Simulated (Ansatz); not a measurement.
# KBr: the cost of one run

Method: reference: DFT, HSE06, plane waves, PAW, in Ansatz 0.2.0.

2 further runs of the same task are left out: 2 that didn't finish.

### Step 1. The structure to begin with

Symmetry: P6_3/mmc, No. 194, hexagonal system. The conventional cell has a = 4.559 Å, b = 4.559 Å, c = 8.020 Å, α = 90.00°, β = 90.00°, γ = 120.00°. K (site symmetry -3m) has 6 Br at 3.31 Å as nearest neighbours. Br (site symmetry -6m2) is surrounded by 6 K at 3.31 Å.

As a file:

```xyz
4
Lattice="4.5593 0.0000 0.0000 -2.2796 3.9485 0.0000 0.0000 0.0000 8.0201" Properties=species:S:1:pos:R:3 pbc="T T T"
K     0.0000    0.0000    0.0000
K     0.0000    0.0000    4.0100
Br    0.0000    2.6323    2.0050
Br    2.2796    1.3162    6.0150
```

### Step 2. Baseline

Contents of input.yaml:

```yaml
crystal:
  lattice:
    - [4.5592982998, 0.0, 0.0]
    - [-2.2796491499, 3.9484681511, 0.0]
    - [0.0, 0.0, 8.020064766]
  atoms:
    - { symbol: K, position: [0.0, 0.0, 0.0] }
    - { symbol: K, position: [0.0, 0.0, 0.5] }
    - { symbol: Br, position: [0.3333333333, 0.6666666667, 0.25] }
    - { symbol: Br, position: [0.6666666667, 0.3333333333, 0.75] }
kpoints:
  mp_grid: { grid: [6, 6, 2] }
hamiltonian:
  xc: hse06
scf:
  occupations: { method: fixed }
  n_extra_bands: 5
output:
  forces: true
  stress: true
  eigenvalues: true
```

Command:

```
$ ansatz run input.yaml --threads 4 --pin off --max-ram 3686MiB --backend cpu --events-out ev --progress --plain --runs-dir out
```

Q: Estimate wall time and peak memory on 4 threads of Arm Neoverse V2, shared host.

About 20 s, with a peak of 2 GiB.
